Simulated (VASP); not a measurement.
# CoO (P3m1) in VASP: notebook

One crystal, CoO, is run at these levels: PBE; tasks: single point.

All numbers are computed with VASP 6.6.1; they aren't measurements. Logs are shortened: lines on timing, memory, paths and dates and some standing lists are left out, and cuts for length are marked.

## Step 1: Starting point

Symmetry: P6_3mc, No. 186, hexagonal system. The conventional cell has a = 3.198 Å, b = 3.198 Å, c = 5.229 Å, α = 90.00°, β = 90.00°, γ = 120.00°. Co (site symmetry 3m) has 4 O at 1.93 to 1.97 Å as nearest neighbours. O (site symmetry 3m) is surrounded by 4 Co at 1.93 to 1.97 Å.

Measurements of this composition are mostly on another form, of space group No. 225.

## Step 2: Single point, PBE, collinear spin, ferromagnetic start

INCAR

```
ADDGRID = F ; ALGO = Normal
EDIFF = 1E-6 ; ENCUT = 700
GGA = PE ; ISIF = 2
ISMEAR = 0 ; ISPIN = 2
LASPH = T ; LCHARG = F
LMAXMIX = 4 ; LORBIT = 11
LREAL = F ; LWAVE = F
MAGMOM = 2 2 0 0 ; NELM = 100
PREC = Accurate ; SIGMA = 0.05
```

KPOINTS

```
k-points
0
Gamma
  7 7 4
```

POSCAR

```
CoO
1.0
    3.1976457435      0.0000000000      0.0000000000
   -1.5988228718      2.7692424462      0.0000000000
    0.0000000000      0.0000000000      5.2287097100
Co O
2 2
Direct
    0.3333333333      0.6666666667      0.5033624100
    0.0000000000      0.0000000000      0.0034741400
    0.3333333333      0.6666666667      0.8715556000
    0.0000000000      0.0000000000      0.3716088500
```

Potentials or basis: VASP PAW PBE potentials, release 64 (Co, O).

On the command line:

```console
> cat potpaw_PBE.64/Co/POTCAR potpaw_PBE.64/O/POTCAR > POTCAR
> mpirun -np 1 vasp_std > vasp.out
```

OUTCAR:

```text
EDIFF = 1E-6
   ENCUT = 700
   GGA = PE
   ISIF = 2
   ISMEAR = 0
   ISPIN = 2
   LASPH = T
   LORBIT = 11
   LREAL = F
   NELM = 100
   PREC = Accurate

 Found     28 irreducible k-points:

 Following reciprocal coordinates:
            Coordinates               Weight
  0.000000  0.000000  0.000000      1.000000
  0.142857  0.000000  0.000000      6.000000
  0.285714  0.000000  0.000000      6.000000
  0.428571  0.000000  0.000000      6.000000
  0.142857  0.142857  0.000000      6.000000
  0.285714  0.142857  0.000000     12.000000
   k-points           NKPTS =     28   k-points in BZ     NKDIM =     28   number of bands    NBANDS=     21
   number of dos      NEDOS =    301   number of ions     NIONS =      4
   total plane-waves  NPLWV =  37632
   dimension x,y,z NGX =    28 NGY =   28 NGZ =   48
   dimension x,y,z NGXF=    56 NGYF=   56 NGZF=   96
   ions per type =               2   2
   NGX,Y,Z   is equivalent  to a cutoff of  14.56, 14.56, 15.26 a.u.
   NGXF,Y,Z  is equivalent  to a cutoff of  29.11, 29.11, 30.52 a.u.
 SYSTEM =  unknown system
   PREC   = accura    normal or accurate (medium, high low for compatibility)
   ISTART =      0    job   : 0-new  1-cont  2-samecut
   ICHARG =      2    charge: 1-file 2-atom 10-const
   ISPIN  =      2    spin polarized calculation?
   LNONCOLLINEAR =      F non collinear calculations
   LSORBIT =      F    spin-orbit coupling
   LASPH  =      T    aspherical Exc in radial PAW
   ENCUT  =  700.0 eV  51.45 Ry    7.17 a.u.   6.90  6.90 11.28*2*pi/ulx,y,z
   NELM   =    100;   NELMIN=  2; NELMDL= -5     # of ELM steps
   EDIFF  = 0.1E-05   stopping-criterion for ELM
   LREAL  =      F    real-space projection
   EDIFFG = 0.1E-04   stopping-criterion for IOM
   NSW    =      0    number of steps for IOM
   IBRION =     -1    ionic relax: 0-MD 1-quasi-New 2-CG
   NFREE  =      0    steps in history (QN), initial steepest desc. (CG)
   ISIF   =      2    stress and relaxation
   ISYM   =      2    0-nonsym 1-usesym 2-fastsym
   POTIM  = 0.5000    time-step for ionic-motion
   TEBEG  =    0.0;   TEEND  =   0.0 temperature during run
   PSTRESS=    0.0 pullay stress
   NELECT =      30.0000    total number of electrons
   NUPDOWN=      -1.0000    fix difference up-down
   EMIN   =  10.00;   EMAX   =-10.00  energy-range for DOS
   EFERMI =   0.00;   METHOD = LEGACY
   ISMEAR =     0;   SIGMA  =   0.05  broadening in eV -4-tet -1-fermi 0-gaus
   EFERMI_NEDOS =   21; number of points for ismear=-14 and -15
   IALGO  =     38    algorithm
   IMIX   =      4    mixing-type and parameters
     AMIX     =   0.40;   BMIX     =  1.00
     AMIX_MAG =   1.60;   BMIX_MAG =  1.00
  volume/ion in A,a.u.               =      11.58        78.11
  Fermi-wavevector in a.u.,A,eV,Ry     =   1.416620  2.677023 27.304329  2.006812
  Thomas-Fermi vector in A             =   2.537935
   LORBIT       =     11    0 simple, 1 ext, 2 COOP (PROOUT), +10 PAW based schemes
   GGA     = PE    functional components
   LHFCALC =     F    Hartree Fock is set to
   AEXX    =    0.0000 exact exchange contribution
   IVDW    =     0    specifies the selected vdW correction
   LEPSILON=     F    determine dielectric tensor
   LRPA    =     F    only Hartree local field effects (RPA)
 spin polarized calculation
 Gauss-broadening in eV      SIGMA  =   0.05
  energy-cutoff  :      700.00
  volume of cell :       46.30
 maximum number of plane-waves:      1960
   NGX = 13   NGY = 13   NGZ = 23

 number of electron      29.9999999 magnetization       5.9186235

 Free energy of the ion-electron system (eV)
  ---------------------------------------------------
  ext. energy  EPLUGINS =         0.00000000
  ---------------------------------------------------
  free energy    TOTEN  =       -26.62763786 eV

  energy without entropy =      -26.62560437  energy(sigma->0) =      -26.62662111

 E-fermi :   6.0440     XC(G=0): -11.1090

 val. band max:        6.0222047970   @ k =   0.0000   0.0000   0.2500
 cond. band min:       6.0711212107   @ k =   0.1429   0.0000   0.0000
 fundamental gap:      0.0489164138
 Fermi energy:         6.0440149547

 spin component 1

 k-point     1 :       0.0000    0.0000    0.0000
  band No.  band energies     occupation
      1     -13.9634      1.00000
      2     -13.3332      1.00000
      3      -0.9973      1.00000
      4      -0.2216      1.00000
      5      -0.0606      1.00000
      6      -0.0606      1.00000
[... 13 lines left out ...]
     20      11.4006      0.00000
     21      13.0014      0.00000

 k-point     2 :       0.1429    0.0000    0.0000
  band No.  band energies     occupation
      1     -13.8629      1.00000
      2     -13.2901      1.00000
      3      -0.8063      1.00000
      4      -0.3142      1.00000
      5      -0.1366      1.00000
      6      -0.0000      1.00000
[... 13 lines left out ...]
     20      12.1500      0.00000
     21      13.0792      0.00000

 k-point     3 :       0.2857    0.0000    0.0000
  band No.  band energies     occupation
      1     -13.6205      1.00000
      2     -13.2031      1.00000
      3      -0.7616      1.00000
      4      -0.3396      1.00000
      5      -0.1086      1.00000
      6       0.1264      1.00000
[... 13 lines left out ...]
     20      13.0346      0.00000
     21      13.8640      0.00000

 k-point     4 :       0.4286    0.0000    0.0000
  band No.  band energies     occupation
      1     -13.3918      1.00000
      2     -13.1605      1.00000
      3      -0.8457      1.00000
      4      -0.5589      1.00000
      5       0.1044      1.00000
      6       0.2103      1.00000
[... 13 lines left out ...]
     20      12.7908      0.00000
     21      13.0799      0.00000

 k-point     5 :       0.1429    0.1429    0.0000
  band No.  band energies     occupation
      1     -13.6910      1.00000
      2     -13.2252      1.00000
      3      -0.5887      1.00000
      4      -0.5141      1.00000
      5      -0.0182      1.00000
      6       0.0462      1.00000
[... 13 lines left out ...]
     20      12.9684      0.00000
     21      13.5489      0.00000

 k-point     6 :       0.2857    0.1429    0.0000
  band No.  band energies     occupation
      1     -13.4507      1.00000
      2     -13.1645      1.00000
      3      -0.7362      1.00000
      4      -0.3715      1.00000
      5       0.0398      1.00000
      6       0.1604      1.00000
[... 13 lines left out ...]
     20      13.0646      0.00000
     21      14.1447      0.00000

 [... further k-points ...]

 spin component 2

 k-point     1 :       0.0000    0.0000    0.0000
  band No.  band energies     occupation
      1     -13.3972      1.00000
      2     -12.7338      1.00000
      3      -0.4518      1.00000
      4       1.0971      1.00000
      5       1.2465      1.00000
      6       1.2465      1.00000
[... 13 lines left out ...]
     20      12.0007      0.00000
     21      13.9408      0.00000

 k-point     2 :       0.1429    0.0000    0.0000
  band No.  band energies     occupation
      1     -13.2921      1.00000
      2     -12.6882      1.00000
      3      -0.2584      1.00000
      4       0.8420      1.00000
      5       1.1307      1.00000
      6       1.2184      1.00000
[... 13 lines left out ...]
     20      12.8088      0.00000
     21      14.0343      0.00000

 k-point     3 :       0.2857    0.0000    0.0000
  band No.  band energies     occupation
      1     -13.0376      1.00000
      2     -12.5957      1.00000
      3       0.0818      1.00000
      4       0.3079      1.00000
      5       0.6698      1.00000
      6       1.2813      1.00000
[... 13 lines left out ...]
     20      14.1227      0.00000
     21      14.5159      0.00000

 k-point     4 :       0.4286    0.0000    0.0000
  band No.  band energies     occupation
      1     -12.7956      1.00000
      2     -12.5506      1.00000
      3      -0.1627      1.00000
      4       0.1040      1.00000
      5       0.7541      1.00000
      6       1.3446      1.00000
[... 13 lines left out ...]
     20      13.5560      0.00000
     21      14.2229      0.00000

 k-point     5 :       0.1429    0.1429    0.0000
  band No.  band energies     occupation
      1     -13.1119      1.00000
      2     -12.6192      1.00000
      3       0.0661      1.00000
      4       0.3864      1.00000
      5       0.8822      1.00000
      6       1.1860      1.00000
[... 13 lines left out ...]
     20      13.9809      0.00000
     21      14.2633      0.00000

 k-point     6 :       0.2857    0.1429    0.0000
  band No.  band energies     occupation
      1     -12.8583      1.00000
      2     -12.5545      1.00000
      3       0.0271      1.00000
      4       0.3277      1.00000
      5       0.7077      1.00000
      6       1.1908      1.00000
[... 13 lines left out ...]
     20      14.1699      0.00000
     21      14.9379      0.00000

 [... further k-points ...]

------------------------ aborting loop because EDIFF is reached ----------------------------------------

  FORCE on cell =-STRESS in cart. coord.  units (eV):
  Direction    XX          YY          ZZ          XY          YZ          ZX
  --------------------------------------------------------------------------------------
  -------------------------------------------------------------------------------------
  Total        0.1361969      0.1361969      1.0847220     -0.0000000      0.0000000      0.0000000
  in kB        4.7129396      4.7129396     37.5355833     -0.0000000      0.0000000      0.0000000
  external PRESSURE =      15.6538208 kB  Pullay stress =       0.0000000 kB

 VOLUME and BASIS-vectors are now :
 -----------------------------------------------------------------------------
  energy-cutoff  :      700.00
  volume of cell :       46.30
      direct lattice vectors                 reciprocal lattice vectors
     3.197645743  0.000000000  0.000000000     0.312730077  0.180554794  0.000000000
    -1.598822872  2.769242446  0.000000000     0.000000000  0.361109588  0.000000000
     0.000000000  0.000000000  5.228709710     0.000000000  0.000000000  0.191251773

 POSITION                                       TOTAL-FORCE (eV/Angst)
 -----------------------------------------------------------------------------------
     -0.00000      1.84616      2.63194        -0.000000      0.000000     -0.298938
      0.00000      0.00000      0.01817         0.000000     -0.000000     -0.305954
     -0.00000      1.84616      4.55711         0.000000      0.000000      0.303131
      0.00000      0.00000      1.94303        -0.000000     -0.000000      0.301760
 -----------------------------------------------------------------------------------
    total drift:                                0.000000     -0.000000      0.000082

  FREE ENERGIE OF THE ION-ELECTRON SYSTEM (eV)
  ---------------------------------------------------
  free  energy   TOTEN  =       -26.6276378569 eV

  energy  without entropy=      -26.6256043691  energy(sigma->0) =      -26.62662111

 total charge

# of ion       s       p       d       tot
------------------------------------------
    1        0.349   0.435   7.189   7.972
    2        0.349   0.435   7.189   7.972
    3        1.546   3.451   0.000   4.998
    4        1.546   3.452   0.000   4.998
--------------------------------------------------
tot          3.790   7.773  14.377  25.940

 magnetization (x)

# of ion       s       p       d       tot
------------------------------------------
    1        0.016   0.060   2.442   2.519
    2        0.016   0.060   2.442   2.519
    3        0.022   0.297   0.000   0.319
    4        0.022   0.297   0.000   0.319
--------------------------------------------------
tot          0.076   0.715   4.884   5.675
```

Wall time 1.9 min (1 thread of Intel Xeon Platinum 8375C at 2.90GHz (Ice Lake), shared host); peak memory 0.25 GiB.

The run converged, but some of its settings lie outside the range that counts as converged, so its numbers aren't taken as properties of the crystal.

Results:

```yaml
Free_energy: -26.6276 eV
Pressure: 1.6 GPa
Largest_force: 0.306 eV/Å
Band_gap_on_the_k_mesh: none (metal or under the smearing width)
Net_moment: 5.92 μB per cell
Site_moments: Co +2.52; O +0.32 μB
Valence_electrons_inside_the_program's_atomic_spheres: Co 7.97; O 5.00
```

Caveat: semilocal functionals often make such compounds metallic where correlation or magnetic order opens a gap, which also shifts bond lengths.

## Step 3: Single point, PBE, collinear spin, ferromagnetic start

Edit INCAR of step 2 so:

```diff
@@ -1,3 +1,3 @@
 ADDGRID = F ; ALGO = Normal
-EDIFF = 1E-6 ; ENCUT = 700
+EDIFF = 1E-6 ; ENCUT = 550
 GGA = PE ; ISIF = 2
```

KPOINTS

```
k-points
0
Gamma
  8 8 5
```

POSCAR is that of step 2.

Potentials or basis: VASP PAW PBE potentials, release 64 (Co, O).

On the command line:

```console
> cat potpaw_PBE.64/Co/POTCAR potpaw_PBE.64/O/POTCAR > POTCAR
> mpirun -np 1 vasp_std > vasp.out
```

Run time: 87 s. Hardware: 1 thread of Intel Xeon Platinum 8375C at 2.90GHz (Ice Lake), shared host; peak memory 0.21 GiB.

The run converged, but some of its settings lie outside the range that counts as converged, so its numbers aren't taken as properties of the crystal.

What came out:

```yaml
Free_energy: -26.6168 eV
Pressure: 1.8 GPa
Largest_force: 0.312 eV/Å
Band_gap_on_the_k_mesh: none (metal or under the smearing width)
Net_moment: 5.92 μB per cell
Site_moments: Co +2.52; O +0.32 μB
Valence_electrons_inside_the_program's_atomic_spheres: Co 7.97; O 5.00
```

Caveat: semilocal functionals often make such compounds metallic where correlation or magnetic order opens a gap, which also shifts bond lengths.

## Step 4: For comparison

An earlier run on the cell as given: functional PBE; potentials or basis VASP PAW PBE potentials, release 64 (Co, O); cutoff 520 eV; k mesh 10 × 10 × 5; occupations fermi-dirac, width 0.05 eV; collinear spin, ferromagnetic start; starting moments [2.0, 2.0, 0.0, 0.0] μB.

- Pressure: 1.4 GPa
- Largest force: 0.310 eV/Å
- Band gap on the k mesh: none (metal or under the smearing width)
- Net moment: 5.85 μB per cell
- Site moments: Co +2.50; O +0.31 μB
- Valence electrons inside the program's atomic spheres: Co 7.97; O 5.00
